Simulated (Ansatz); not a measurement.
Here is an Ansatz 0.2.0 calculation.

File input.yaml:

```yaml
crystal:
  lattice:
    - [3.14, 0.0, 0.0]
    - [-1.57, 2.7193197679, 0.0]
    - [0.0, 0.0, 3.48]
  atoms:
    - { symbol: Hf, position: [0.0, 0.0, 0.0] }
    - { symbol: B, position: [0.6666666667, 0.3333333333, 0.5] }
    - { symbol: B, position: [0.3333333333, 0.6666666667, 0.5] }
hamiltonian:
  xc: pbe
  pseudopotentials: { kind: paw }
kpoints:
  mp_grid: { grid: [10, 10, 8] }
scf:
  occupations: { method: fermi_dirac, width: 0.05 }
output:
  forces: true
  stress: true
  eigenvalues: true
relax:
  f_tol: 0.01
  max_steps: 40
  cell: { stress_tol: 0.05 }
```

Potentials or basis: Ansatz PAW.

Run with:

```sh
$ ansatz run input.yaml --threads 2 --pin off --max-ram 5632MiB --backend cpu --events-out ev --progress --plain --runs-dir out
```

Problem. What does it give for the relaxed cell?

Solution. a = 3.144 Å, b = 3.144 Å, c = 3.491 Å, α = 90.00°, β = 90.00°, γ = 120.00°.

Problem. What does it give for the relaxed volume?

Solution. 9.96 Å³/atom.

Problem. What does it give for the band gap on the k mesh?

Solution. None (metal or under the smearing width).

Problem. Predict the space group after relaxing (to 0.05 Å).

Solution. P6/mmm (No. 191).

Step by step:
```tsv
step	energy change (eV)	largest force (eV/Å)	volume (Å³)
1	0.0000	0.0000	29.71
2	-0.0002	0.0000	29.95
3	-0.0005	0.0000	29.89
4	-0.0006	0.0000	29.88
5	-0.0008	0.0000	29.88
```

Caveat: the plane-wave basis is chosen anew once the cell has moved, so the energies of steps on either side of that aren't comparable. The run has no spin-orbit coupling, so splittings on Hf are missing.
